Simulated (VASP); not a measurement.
# Ag in VASP: further runs, part 2 of 2

VASP 6.6.1.

## 3. Relaxation of the atoms, LDA

Contents of INCAR:

```
PREC = Accurate ; ENCUT = 520
EDIFF = 1E-6 ; ISMEAR = 1
SIGMA = 0.1 ; LREAL = F
LASPH = T ; NELM = 80
ALGO = Normal ; ISIF = 2
LWAVE = F ; LCHARG = F
LDIPOL = T ; IDIPOL = 3
DIPOL = 0.5 0.5 0.500 ; IBRION = 2
NSW = 80 ; EDIFFG = -0.02
KPAR = 2
```

Contents of KPOINTS:

```
regular mesh
0
Gamma
  15 15 1
```

Contents of POSCAR:

```
Ag
1.0
    2.8300959000      0.0000000000      0.0000000000
   -1.4150479500      2.4509349400      0.0000000000
    0.0000000000      0.0000000000     26.5538181200
Ag
6
Direct
    0.6666666700      0.3333333300      0.2824452600
    0.3333333300      0.6666666700      0.3694671500
    0.0000000000      0.0000000000      0.4564890500
    0.6666666700      0.3333333300      0.5435109500
    0.3333333300      0.6666666700      0.6305328500
    0.0000000000      0.0000000000      0.7175547400
```

Potentials or basis: VASP PAW LDA potentials, release 64 (Ag).

On the command line:

```console
cat potpaw_LDA.64/Ag/POTCAR > POTCAR
mpirun -np 2 vasp_std > vasp.out
```

OUTCAR:

```text
PREC = Accurate
   ENCUT = 520
   EDIFF = 1E-6
   ISMEAR = 1
   LREAL = F
   LASPH = T
   NELM = 80
   ISIF = 2
   IBRION = 2
   NSW = 80
   EDIFFG = -0.02

 ion  position               nearest neighbor table
   1  0.667  0.333  0.282-   2 2.83   2 2.83   2 2.83
   2  0.333  0.667  0.369-   1 2.83   1 2.83   1 2.83   3 2.83   3 2.83   3 2.83
   3  0.000  0.000  0.456-   4 2.83   2 2.83   4 2.83   2 2.83   4 2.83   2 2.83
   4  0.667  0.333  0.544-   5 2.83   3 2.83   5 2.83   3 2.83   3 2.83   5 2.83
   5  0.333  0.667  0.631-   6 2.83   6 2.83   6 2.83   4 2.83   4 2.83   4 2.83
   6  0.000  0.000  0.718-   5 2.83   5 2.83   5 2.83

  LATTYP: Found a hexagonal cell.
 ALAT       =     2.8300959000
 C/A-ratio  =     9.3826566513

  Lattice vectors:

 A1 = (   2.8300959000,   0.0000000000,   0.0000000000)
 A2 = (  -1.4150479500,   2.4509349400,   0.0000000000)
 A3 = (   0.0000000000,   0.0000000000,  26.5538181200)

Analysis of symmetry for initial positions (statically):
=====================================================================
 Subroutine PRICEL returns:
 Original cell was already a primitive cell.

 Routine SETGRP: Setting up the symmetry group for a
 hexagonal supercell.

[... 230 lines left out ...]
  in kB      -13.7399651    -13.7399651     -0.6206360      0.0000000      0.0000000      0.0000000
  external PRESSURE =      -9.3668554 kB  Pullay stress =       0.0000000 kB
[... 27 lines left out ...]
--------------------------------------- Ionic step        3  -------------------------------------------

 number of electron      66.0000007 magnetization

 dipolmoment           0.000000      0.000000     -0.000000 electrons x Angstroem

 Free energy of the ion-electron system (eV)
  ---------------------------------------------------
  ext. energy  EPLUGINS =         0.00000000
  ---------------------------------------------------
  free energy    TOTEN  =       -21.66928661 eV

  energy without entropy =      -21.66489662  energy(sigma->0) =      -21.66782328

 E-fermi :   2.4052     XC(G=0):  -7.4225

 val. band max:        2.3959710709   @ k =   0.4667   0.0000   0.0000
 cond. band min:       2.4085962364   @ k =   0.4667   0.0667   0.0000
 fundamental gap:      0.0126251654
 Fermi energy:         2.4051675619

 k-point     1 :       0.0000    0.0000    0.0000
  band No.  band energies     occupation
      1      -5.7365      2.00000
      2      -5.1830      2.00000
      3      -4.5283      2.00000
      4      -4.4115      2.00000
      5      -4.1136      2.00000
      6      -4.0558      2.00000
[... 997 lines left out ...]
     38       7.5266      0.00000
     39       8.1102      0.00000

 [... further k-points ...]

------------------------ aborting loop because EDIFF is reached ----------------------------------------

 vacuum level on the upper side and lower side of the slab       (xc-potential included)        -0.011        -0.011

  FORCE on cell =-STRESS in cart. coord.  units (eV):
  Direction    XX          YY          ZZ          XY          YZ          ZX
  --------------------------------------------------------------------------------------
  -------------------------------------------------------------------------------------
  Total       -1.5513684     -1.5513684     -0.0321870      0.0000000      0.0000000      0.0000000
  in kB      -13.4947737    -13.4947737     -0.2799828      0.0000000      0.0000000      0.0000000
  external PRESSURE =      -9.0898434 kB  Pullay stress =       0.0000000 kB
[... 21 lines left out ...]
  FREE ENERGIE OF THE ION-ELECTRON SYSTEM (eV)
  ---------------------------------------------------
  free  energy   TOTEN  =       -21.6692866076 eV

  energy  without entropy=      -21.6648966176  energy(sigma->0) =      -21.66782328

 reached required accuracy - stopping structural energy minimisation

 vacuum level on the upper side and lower side of the slab         7.308         7.308
```

CONTCAR:

```text
Ag
   1.00000000000000
     2.8300958999999999    0.0000000000000000    0.0000000000000000
    -1.4150479499999999    2.4509349399999998    0.0000000000000000
     0.0000000000000000    0.0000000000000000   26.5538181199999990
  Ag
     6
Direct
     0.6666666699999979    0.3333333300000021    0.2826114289132711
     0.3333333300000021    0.6666666699999979    0.3693158929936946
     0.0000000000000000    0.0000000000000000    0.4562111230295499
     0.6666666699999979    0.3333333300000021    0.5437888769704502
     0.3333333300000021    0.6666666699999979    0.6306841070063054
     0.0000000000000000    0.0000000000000000    0.7173885710867288

  0.00000000E+00  0.00000000E+00  0.00000000E+00
  0.00000000E+00  0.00000000E+00  0.00000000E+00
  0.00000000E+00  0.00000000E+00  0.00000000E+00
  0.00000000E+00  0.00000000E+00  0.00000000E+00
  0.00000000E+00  0.00000000E+00  0.00000000E+00
  0.00000000E+00  0.00000000E+00  0.00000000E+00
```

It took 2.1 min on 2 MPI ranks of Intel Xeon 6975P-C (Granite Rapids), shared host; peak memory 0.33 GiB.

What came out:

```yaml
Free_energy: -21.6693 eV
Energy_gained_by_relaxing: 0.1 meV/atom
Ionic_steps: 3
Largest_force_after_relaxing: 0.014 eV/Å
Band_gap_on_the_k_mesh: none (metal or under the smearing width)
```

Forces on the atoms (eV/Å):
```
Ag   0.000  0.000  0.006
Ag   0.000  0.000 -0.014
Ag   0.000  0.000  0.008
Ag   0.000  0.000 -0.008
Ag   0.000  0.000  0.014
Ag   0.000  0.000 -0.006
```

Step by step:
| step | energy change (eV) | largest force (eV/Å) | pressure (GPa) |
| --- | --- | --- | --- |
| 1 | 0.0000 | 0.0581 | -0.95 |
| 2 | -0.0004 | 0.0323 | -0.94 |
| 3 | -0.0007 | 0.0139 | -0.91 |

Final structure:
```
CELL_PARAMETERS angstrom
2.83010 0.00000 0.00000
-1.41505 2.45093 0.00000
0.00000 0.00000 26.55382
ATOMIC_POSITIONS crystal
Ag 0.66667 0.33333 0.28261
Ag 0.33333 0.66667 0.36932
Ag 0.00000 0.00000 0.45621
Ag 0.66667 0.33333 0.54379
Ag 0.33333 0.66667 0.63068
Ag 0.00000 0.00000 0.71739
```

Levels at points of the mesh, in eV from the Fermi level:
| k point | band 31 | band 32 | band 33 | band 34 | band 35 | band 36 | band 37 | band 38 |
| --- | --- | --- | --- | --- | --- | --- | --- | --- |
| (0.00, 0.00, 0.00) | -3.09 | -3.09 | -2.99 | -2.99 | -2.52 | -0.63 | -0.03 | 4.39 |

## 4. Single point, LDA

Contents of INCAR:

```
SYSTEM = Ag
PREC = Accurate
ENCUT = 520
EDIFF = 1E-6
ISMEAR = 1
SIGMA = 0.1
LREAL = .FALSE.
LASPH = .TRUE.
NELM = 80
ALGO = Fast
ISIF = 2
LWAVE = .FALSE.
LCHARG = .FALSE.
LDIPOL = .TRUE.
IDIPOL = 3
DIPOL = 0.5 0.5 0.500
NBANDS = 42
LVHAR = .TRUE.
LVACPOTAV = .TRUE.
ICORELEVEL = 1
KPAR = 2
```

Contents of KPOINTS:

```
Automatic mesh
0
G
  15 15 1
  0 0 0
```

Contents of POSCAR:

```
Ag                                      
1.0
    2.8300959000      0.0000000000      0.0000000000
   -1.4150479500      2.4509349400      0.0000000000
    0.0000000000      0.0000000000     26.5538181200
  Ag            
     6
Direct
     0.6666666699999979    0.3333333300000021    0.2826114289132711
     0.3333333300000021    0.6666666699999979    0.3693158929936946
     0.0000000000000000    0.0000000000000000    0.4562111230295499
     0.6666666699999979    0.3333333300000021    0.5437888769704502
     0.3333333300000021    0.6666666699999979    0.6306841070063054
     0.0000000000000000    0.0000000000000000    0.7173885710867288
```

Potentials or basis: VASP PAW LDA potentials, release 64 (Ag).

On the command line:

```console
cat potpaw_LDA.64/Ag/POTCAR > POTCAR
mpirun -np 2 vasp_std > vasp.out
```

OUTCAR:

```text
SYSTEM = Ag
   PREC = Accurate
   ENCUT = 520
   EDIFF = 1E-6
   ISMEAR = 1
   LREAL = .FALSE.
   LASPH = .TRUE.
   NELM = 80
   ISIF = 2

 ion  position               nearest neighbor table
   1  0.667  0.333  0.283-   2 2.82   2 2.82   2 2.82
   2  0.333  0.667  0.369-   1 2.82   1 2.82   1 2.82   3 2.83   3 2.83   3 2.83
   3  0.000  0.000  0.456-   2 2.83   2 2.83   2 2.83   4 2.84   4 2.84   4 2.84
   4  0.667  0.333  0.544-   5 2.83   5 2.83   5 2.83   3 2.84   3 2.84   3 2.84
   5  0.333  0.667  0.631-   6 2.82   6 2.82   6 2.82   4 2.83   4 2.83   4 2.83
   6  0.000  0.000  0.717-   5 2.82   5 2.82   5 2.82

  LATTYP: Found a hexagonal cell.
 ALAT       =     2.8300959000
 C/A-ratio  =     9.3826566513

  Lattice vectors:

 A1 = (   2.8300959000,   0.0000000000,   0.0000000000)
 A2 = (  -1.4150479500,   2.4509349400,   0.0000000000)
 A3 = (   0.0000000000,   0.0000000000,  26.5538181200)

Analysis of symmetry for initial positions (statically):
=====================================================================
 Subroutine PRICEL returns:
 Original cell was already a primitive cell.

 Routine SETGRP: Setting up the symmetry group for a
 hexagonal supercell.

 Subroutine GETGRP returns: Found 12 space group operations
 (whereof  6 operations were pure point group operations)
 out of a pool of 24 trial point group operations.

The static configuration has the point symmetry C_3v.
 The point group associated with its full space group is D_3d.

Analysis of symmetry for dynamics (positions and initial velocities):
=====================================================================
 Subroutine PRICEL returns:
 Original cell was already a primitive cell.

 Routine SETGRP: Setting up the symmetry group for a
 hexagonal supercell.

[... 149 lines left out ...]
 maximum number of plane-waves:      4990
 NGX is ok and might be reduce to    24
   NGX = 11   NGY = 11   NGZ = 99

 number of electron      66.0000007 magnetization

 dipolmoment           0.000000      0.000000      0.000000 electrons x Angstroem

 Free energy of the ion-electron system (eV)
  ---------------------------------------------------
  ext. energy  EPLUGINS =         0.00000000
  ---------------------------------------------------
  free energy    TOTEN  =       -21.66928650 eV

  energy without entropy =      -21.66489618  energy(sigma->0) =      -21.66782306

 the core state eigenenergies are
   1-  1s -25177.5998  2s  -3707.3445  2p  -3330.3730  3s   -674.9036  3p   -550.5717
       3d   -353.1932  4s    -88.9137  4p    -52.6591
   2-  1s -25177.9180  2s  -3707.6856  2p  -3330.7115  3s   -675.2473  3p   -550.9152
       3d   -353.5379  4s    -89.2601  4p    -53.0048
   3-  1s -25177.9568  2s  -3707.7256  2p  -3330.7516  3s   -675.2803  3p   -550.9483
       3d   -353.5718  4s    -89.2793  4p    -53.0212
   4-  1s -25177.9568  2s  -3707.7256  2p  -3330.7516  3s   -675.2803  3p   -550.9483
       3d   -353.5718  4s    -89.2793  4p    -53.0212
   5-  1s -25177.9180  2s  -3707.6856  2p  -3330.7115  3s   -675.2473  3p   -550.9152
       3d   -353.5379  4s    -89.2601  4p    -53.0048
   6-  1s -25177.5998  2s  -3707.3445  2p  -3330.3730  3s   -674.9036  3p   -550.5717
       3d   -353.1932  4s    -88.9137  4p    -52.6591

 E-fermi :   2.4052     XC(G=0):  -7.4348

 val. band max:        2.3960815785   @ k =   0.4667   0.0000   0.0000
 cond. band min:       2.4087155388   @ k =   0.4667   0.0667   0.0000
 fundamental gap:      0.0126339603
 Fermi energy:         2.4052468899

 k-point     1 :       0.0000    0.0000    0.0000
  band No.  band energies     occupation
      1      -5.7364      2.00000
      2      -5.1828      2.00000
      3      -4.5281      2.00000
      4      -4.4113      2.00000
      5      -4.1136      2.00000
      6      -4.0557      2.00000
[... 1069 lines left out ...]
     41       9.3588      0.00000
     42      10.0013      0.00000

 [... further k-points ...]
[... 5 lines left out ...]
  --------------------------------------------------------------------------------------
  -------------------------------------------------------------------------------------
  Total       -1.5509718     -1.5509718     -0.0323941      0.0000000      0.0000000     -0.0000000
  in kB      -13.4913241    -13.4913240     -0.2817840      0.0000000      0.0000000     -0.0000000
  external PRESSURE =      -9.0881440 kB  Pullay stress =       0.0000000 kB

 VOLUME and BASIS-vectors are now :
 -----------------------------------------------------------------------------
  energy-cutoff  :      520.00
  volume of cell :      184.19
      direct lattice vectors                 reciprocal lattice vectors
     2.830095900  0.000000000  0.000000000     0.353344917  0.204003783  0.000000000
    -1.415047950  2.450934940  0.000000000     0.000000000  0.408007566  0.000000000
     0.000000000  0.000000000 26.553818120     0.000000000  0.000000000  0.037659368

 POSITION                                       TOTAL-FORCE (eV/Angst)
 -----------------------------------------------------------------------------------
      1.41505      0.81698      7.50441         0.000000      0.000000      0.005445
     -0.00000      1.63396      9.80675        -0.000000     -0.000000     -0.013963
      0.00000      0.00000     12.11415         0.000000      0.000000      0.007913
      1.41505      0.81698     14.43967        -0.000000     -0.000000     -0.007913
     -0.00000      1.63396     16.74707         0.000000      0.000000      0.013963
      0.00000      0.00000     19.04941        -0.000000     -0.000000     -0.005445
 -----------------------------------------------------------------------------------
    total drift:                               -0.000000      0.000000      0.000001

  FREE ENERGIE OF THE ION-ELECTRON SYSTEM (eV)
  ---------------------------------------------------
  free  energy   TOTEN  =       -21.6692864994 eV

  energy  without entropy=      -21.6648961834  energy(sigma->0) =      -21.66782306

 vacuum level on the upper side and lower side of the slab         7.317         7.317
```

OSZICAR:

```text
N       E                     dE             d eps       ncg     rms          rms(c)
DAV:   1     0.437557720035E+03    0.43756E+03   -0.32685E+04  2268   0.144E+03
DAV:   2    -0.121269513520E+02   -0.44968E+03   -0.42870E+03  2400   0.326E+02
DAV:   3    -0.233745248196E+02   -0.11248E+02   -0.11119E+02  2506   0.554E+01
[... 13 lines left out ...]
RMM:  17    -0.216692711632E+02   -0.33588E-05   -0.21636E-07  1458   0.204E-03    0.748E-04
RMM:  18    -0.216692816150E+02   -0.10452E-04   -0.35322E-07  1301   0.164E-03    0.113E-03
RMM:  19    -0.216692844440E+02   -0.28290E-05   -0.49271E-08   773   0.102E-03    0.673E-04
RMM:  20    -0.216692862023E+02   -0.17583E-05   -0.38031E-08   712   0.101E-03    0.691E-05
RMM:  21    -0.216692864994E+02   -0.29712E-06   -0.44968E-09   546   0.894E-04
   1 F= -.21669286E+02 E0= -.21667823E+02  d E =-.439032E-02
```

It took 95 s on 2 MPI ranks of Intel Xeon 6975P-C (Granite Rapids), shared host; peak memory 0.33 GiB.

What came out:

* Free energy: -21.6693 eV
* Largest force: 0.014 eV/Å
* Band gap on the k mesh: none (metal or under the smearing width)
* Work function of the upper face: 4.91 eV
* Work function of the lower face: 4.91 eV

Forces in eV/Å, atoms in the order of the input:
```
Ag   0.000  0.000  0.005
Ag   0.000  0.000 -0.014
Ag   0.000  0.000  0.008
Ag   0.000  0.000 -0.008
Ag   0.000  0.000  0.014
Ag   0.000  0.000 -0.005
```

Core levels (eV, on the scale of the bands):
```
atom                                                                                    levels
1 Ag  1s -25177.6, 2s -3707.3, 2p -3330.4, 3s -674.9, 3p -550.6, 3d -353.2, 4s -88.9, 4p -52.7
2 Ag  1s -25177.9, 2s -3707.7, 2p -3330.7, 3s -675.2, 3p -550.9, 3d -353.5, 4s -89.3, 4p -53.0
3 Ag  1s -25178.0, 2s -3707.7, 2p -3330.8, 3s -675.3, 3p -550.9, 3d -353.6, 4s -89.3, 4p -53.0
4 Ag  1s -25178.0, 2s -3707.7, 2p -3330.8, 3s -675.3, 3p -550.9, 3d -353.6, 4s -89.3, 4p -53.0
5 Ag  1s -25177.9, 2s -3707.7, 2p -3330.7, 3s -675.2, 3p -550.9, 3d -353.5, 4s -89.3, 4p -53.0
6 Ag  1s -25177.6, 2s -3707.3, 2p -3330.4, 3s -674.9, 3p -550.6, 3d -353.2, 4s -88.9, 4p -52.7
```
